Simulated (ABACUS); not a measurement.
A run of ABACUS 3.10.1:

File INPUT:

```
INPUT_PARAMETERS
suffix              Pt
calculation         scf
basis_type          lcao
pseudo_dir          ./
orbital_dir         ./
symmetry            1
dft_functional      pbe
ecutwfc             100
pseudo_rcut         10
nspin               1
nbands              19
ks_solver           scalapack_gvx
smearing_method     fd
smearing_sigma      0.00367493
scf_thr             1e-07
scf_nmax            100
mixing_type         broyden
mixing_beta         0.7
cal_force           1
cal_stress          1
out_mul             1
out_chg             1
```

The input STRU:

```
ATOMIC_SPECIES
Pt 195.0840 Pt.upf

NUMERICAL_ORBITAL
Pt_confined-atom_7au_3s2p2d1f.orb

LATTICE_CONSTANT
1.8897261246

LATTICE_VECTORS
0.0000000000 1.9609000000 1.9609000000
1.9609000000 0.0000000000 1.9609000000
1.9609000000 1.9609000000 0.0000000000

ATOMIC_POSITIONS
Cartesian

Pt
0.0
1
0.0000000000 0.0000000000 0.0000000000 1 1 1
```

File KPT:

```
K_POINTS
0
Gamma
11 11 11 0 0 0
```

Potentials or basis: Ansatz NC PBE, DZP LCAO (the cutoffs set its grid).

The run is started by

```bash
$ OMP_NUM_THREADS=1 mpirun -np 4 abacus > log
```

Hardware: 4 MPI ranks on Intel(R) Xeon(R) Platinum 8259CL CPU @ 2.50GHz (Skylake/Cascade Lake), with other jobs on the host.

Task: Estimate the wall time of this run.

Result: Wall time 6 s on 4 MPI ranks on Intel(R) Xeon(R) Platinum 8259CL CPU @ 2.50GHz (Skylake/Cascade Lake), with other jobs on the host, peak memory 0.36 GiB a rank. Counts: scf iterations 7, k points 56, bands 19, basis 26, ranks 4.
